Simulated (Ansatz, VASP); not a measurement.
## NaH: VASP beside Ansatz

```
Na H
1.0
     0.00000    2.45616    2.45616
     2.45616    0.00000    2.45616
     2.45616    2.45616    0.00000
Na H
1 1
Direct
  0.00000 0.00000 0.00000
  0.50000 0.50000 0.50000
```

Alike in both runs: task single point; functional r2SCAN; k mesh 9 × 9 × 9; occupations fermi-dirac, width 0.05 eV; no spin polarisation.

```csv
,VASP,Ansatz
version,VASP 6.6.1,Ansatz 0.2.0
potentials or method,"VASP PAW PBE potentials, release 64 (Na_pv, H)",Ansatz PAW
plane-wave cutoff (eV),520,500
valence electrons in the cell,8,10
```

|  | VASP | Ansatz | Ansatz less VASP |
| --- | --- | --- | --- |
| gap on the k mesh at the Fermi level (eV) | 4.57 | 4.56 | -0.008 |
| least direct gap on the mesh (eV) | 5.24 | 5.25 | +0.006 |
| pressure (GPa) | -1.7 | -1.5 | +0.18 |

With one functional, cell and mesh, what is left measures potentials, basis and numerics. The two sets of potentials don't hold the same shells in valence.

Caveats: the PAW data sets were made with another functional, which shifts forces and pressure a little (VASP); an odd mesh through Γ misses points on the zone boundary, where band edges often lie (VASP); odd divisions of the mesh miss points on the zone boundary, where band edges often lie, so the gap on the mesh can be too wide (Ansatz); the PAW data sets come from PBE, with cores solved anew for the run's functional, which leaves a small shift of forces and pressure (Ansatz). r2SCAN opens gaps a little over a GGA but as a rule still falls short of measured ones.
